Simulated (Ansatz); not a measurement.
A run of Ansatz 0.2.0 is set up as follows.

input.yaml

```yaml
crystal:
  lattice:
    - [1.604761016, 0.9265092046, 3.4939788749]
    - [-1.604761016, 0.9265092046, 3.4939788749]
    - [0.0, -1.8530184092, 3.4939788749]
  atoms:
    - { symbol: Mg, position: [0.0, 0.0, 0.0] }
    - { symbol: O, position: [0.571214, 0.571214, 0.571214] }
    - { symbol: O, position: [0.428786, 0.428786, 0.428786] }
hamiltonian:
  xc: r2scan
  pseudopotentials: { kind: paw }
kpoints:
  mp_grid: { grid: [10, 10, 10] }
  band_path:
    path:
      - [[0.0, 0.0, 0.0], [0.5, 0.0, 0.0], [0.5, 0.2135445148, -0.2135445148]]
      - [[0.7864554852, 0.5, 0.2135445148], [0.5, 0.5, 0.5], [0.0, 0.0, 0.0], [0.3567722574, 0.0, -0.3567722574]]
      - [[0.6432277426, 0.3567722574, 0.0], [0.5, 0.5, 0.0], [0.6432277426, 0.6432277426, 0.2135445148], [0.5, 0.5, 0.5]]
      - [[0.5, 0.0, 0.0], [0.7864554852, 0.3567722574, 0.3567722574]]
    npoints: 14
scf:
  occupations: { method: fermi_dirac, width: 0.05 }
  n_extra_bands: 7
output:
  forces: true
  stress: true
  eigenvalues: true
  fatbands: false
```

Potentials or basis: Ansatz PAW.

The run is started by

```bash
$ ansatz run input.yaml --threads 2 --pin off --max-ram 5632MiB --backend cpu --events-out ev --progress --plain --runs-dir out
```

Question: Predict the largest force.

Answer: 0.216 eV/Å.

Question: Estimate the pressure.

Answer: -5.4 GPa.

Forces on the atoms (eV/Å):
```
Mg   0.000  0.000  0.000
O    0.000  0.000 -0.216
O    0.000  0.000  0.216
```

Caveat: the PAW data sets come from PBE, with cores solved anew for the run's functional, which leaves a small shift of forces and pressure.
